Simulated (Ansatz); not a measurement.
## RbBr in Ansatz: the effect of functional

The system is RbBr.

```
Rb Br
1.0
     0.00000    3.38068    3.38068
     3.38068    0.00000    3.38068
     3.38068    3.38068    0.00000
Rb Br
1 1
Direct
  0.00000 0.00000 0.00000
  0.50000 0.50000 0.50000
```

The cell isn't the ideal one: volume scaled by 0.96.

Alike in all runs:

```yaml
Program: Ansatz 0.2.0
Task: single point
Potentials_or_basis: Ansatz PAW
Cutoff: "420 eV (not typed: the program's choice for these potentials)"
k_mesh: 7 × 7 × 7
Occupations: fermi-dirac, width 0.05 eV
Spin: no spin polarisation
```

| functional | gap on the mesh (eV) | pressure (GPa) |
| --- | --- | --- |
| LDA | 4.05 | -0.7 |
| PBE | 4.47 | 1.7 |
| PBEsol | ? | ? |

Q: What does the run with functional PBEsol give?

A: gap on the mesh 4.31 eV; pressure 0.6 GPa.

Caveats: odd divisions of the mesh miss points on the zone boundary, where band edges often lie, so the gap on the mesh can be too wide; the PAW data sets come from PBE, with cores solved anew for the run's functional, which leaves a small shift of forces and pressure (some runs).

